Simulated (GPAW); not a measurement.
Wanted: an ASE script for a GPAW 26.7.0 run.

```yaml
Task: relaxation of cell and atoms
Functional: revPBE
Potentials_or_basis: the program's PAW data sets (release 1.2.1) made for this functional
Cutoff: 600 eV
Basis: pw
k_mesh: 6 × 6 × 6
Occupations: fermi-dirac, width 0.05 eV
Spin: no spin polarisation
Maxiter: 150
Optimizer: BFGS
Fmax: 0.02 eV/Å
Max_steps: 60
```

The structure of Sn lies in Sn.xyz:

```xyz
2
Lattice="0.0000000000 3.2333428000 3.2333428000 3.2333428000 0.0000000000 3.2333428000 3.2333428000 3.2333428000 0.0000000000" Properties=species:S:1:pos:R:3 pbc="T T T"
Sn     4.8500142000      4.8500142000      4.8500142000
Sn     3.2333428000      3.2333428000      3.2333428000
```

This isn't the form of Sn at room conditions, which is tetragonal (white tin).

The input as run:

run.py

```python
from ase.filters import FrechetCellFilter
from ase.io import read, write
from ase.optimize import BFGS
from gpaw import GPAW, PW

atoms = read('Sn.xyz')

calc = GPAW(mode=PW(600),
            xc='revPBE',
            kpts={'size': (6, 6, 6), 'gamma': True},
            occupations={'name': 'fermi-dirac', 'width': 0.05},
            nbands=24,
            convergence={'density': 1e-05, 'energy': 1e-05},
            maxiter=150,
            txt='gpaw.txt')
atoms.calc = calc
opt = BFGS(FrechetCellFilter(atoms), trajectory='relax.traj', logfile='-')
done = opt.run(fmax=0.02, steps=60)
calc.write('gs.gpw')
write('result.traj', atoms)
print('Converged:', done)
print('Cell:', atoms.cell.cellpar().round(4))
print('Volume:', round(atoms.get_volume(), 4))
print(atoms.get_scaled_positions().round(5))
```

Potentials or basis: the program's PAW data sets (release 1.2.1) made for this functional, pw.

Run with:

```sh
$ OMP_NUM_THREADS=1 python run.py
```

Results of the run:

| Property | Result |
| --- | --- |
| Relaxed volume | 37.55 Å³/atom |
| Relaxed cell | a = 4.736 Å, b = 4.736 Å, c = 4.736 Å, α = 60.00°, β = 60.00°, γ = 60.00° |
| Space group after relaxing (to 0.05 Å) | Fd-3m (No. 227) |
| Energy gained by relaxing | 49.4 meV/atom |
| Ionic steps | 4 |
| Pressure after relaxing | 0.0 GPa |
| Band gap on the k mesh | none (metal or under the smearing width) |

Caveat: later steps reuse the first step's grids.

It took 37 s on 1 thread of Intel(R) Xeon(R) 6975P-C (Granite Rapids), on a shared host, peak memory 0.2 GiB.
